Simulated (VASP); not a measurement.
Write the native input for VASP 6.6.1 that does the following.

| Item | Value |
| --- | --- |
| Task | relaxation of cell and atoms |
| Functional | vdW-DF-cx |
| Potentials or basis | VASP PAW PBE potentials, release 64 (Ge_d) |
| Cutoff | 600 eV |
| k mesh | 8 × 8 × 8 |
| Occupations | fermi-dirac, width 0.05 eV |
| Spin | no spin polarisation |
| Further INCAR settings | ALGO = Fast; EDIFF = 1e-06; IBRION = 2; EDIFFG = -0.005; NSW = 60; ISIF = 3 |

The structure of Ge lies in POSCAR:

```
Ge
1.0
    0.0000000000      2.8289100000      2.8289100000
    2.8289100000      0.0000000000      2.8289100000
    2.8289100000      2.8289100000      0.0000000000
Ge
2
Direct
    0.7500000000      0.7500000000      0.7500000000
    0.5000000000      0.5000000000      0.5000000000
```

These files were run (other wordings do the same):

INCAR

```
PREC     = Accurate       # precision mode
ENCUT    = 600            # plane-wave cutoff, eV
EDIFF    = 1E-6           # SCF threshold, eV
ISMEAR   = -1             # smearing method
SIGMA    = 0.05           # smearing width, eV
LREAL    = F              # projectors in reciprocal space
LASPH    = T              # aspherical terms in the spheres
NELM     = 80             # most SCF steps
ALGO     = Fast           # electronic algorithm
ISIF     = 3              # what is computed and relaxed
LWAVE    = F              # write WAVECAR
LCHARG   = F              # write CHGCAR
GGA      = CX             # functional
LUSE_VDW = T            
AGGAC    = 0.0          
IBRION   = 2              # ionic algorithm
NSW      = 60             # ionic steps
EDIFFG   = -0.005         # ionic threshold
```

KPOINTS

```
regular mesh
0
Gamma
  8 8 8
```

Potentials or basis: VASP PAW PBE potentials, release 64 (Ge_d).

The run is started by

```sh
$ cat potpaw_PBE.64/Ge_d/POTCAR > POTCAR
$ mpirun -np 1 vasp_std > vasp.out
```

It gave:

The relaxed volume is 22.95 Å³/atom. The relaxed cell is a = 4.019 Å, b = 4.019 Å, c = 4.019 Å, α = 60.00°, β = 60.00°, γ = 60.00°. The space group after relaxing (to 0.05 Å) is Fd-3m (No. 227) and the energy gained by relaxing is 0.8 meV/atom. The ionic steps are 5 and the pressure after relaxing is 0.0 GPa. The band gap on the k mesh is none (metal or under the smearing width).

Caveat: the PAW data sets were made with another functional, which shifts forces and pressure a little; this crystal is a semiconductor, whose small gap the functional closes, so the metal is an error of the method.

It took 3.8 min on 1 thread of Intel(R) Xeon(R) Platinum 8488C (Sapphire Rapids), with other jobs on the host, peak memory 0.39 GiB.
